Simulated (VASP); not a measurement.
CuO: equation of state with r2SCAN

CuO:

```
Cu O
1.0
     0.00000    2.32725    2.32725
     2.32725    0.00000    2.32725
     2.32725    2.32725    0.00000
Cu O
1 1
Direct
  0.00000 0.00000 0.00000
  0.25000 0.25000 0.25000
```

Measurements of this composition are mostly on another form, of space group No. 15.

```yaml
Program: VASP 6.6.1
Task: equation of state
Functional: r2SCAN
Potentials_or_basis: VASP PAW PBE potentials, release 64 (Cu, O)
Cutoff: 520 eV
k_mesh: 10 × 10 × 10
Occupations: fermi-dirac, width 0.05 eV
Spin: no spin polarisation
```

```
Equilibrium volume : 11.15 Å³/atom (rough: see the caveat)
Bulk modulus       : 150 GPa (rough)
```

Energy against volume, from the lowest point:
```tsv
volume (Å³/atom)	energy (meV/atom)
11.848	0.00
12.100	14.39
12.353	32.31
12.605	53.34
12.857	76.79
13.109	102.84
13.361	130.99
```

All runs of the series together: 4.6 min on 1 thread of Intel(R) Xeon(R) Platinum 8488C (Sapphire Rapids) (shared host).

Caveat: the minimum lies outside the volumes run; the PAW data sets were made with another functional, which shifts forces and pressure a little; the run has no spin polarisation, though such a crystal can be magnetic.
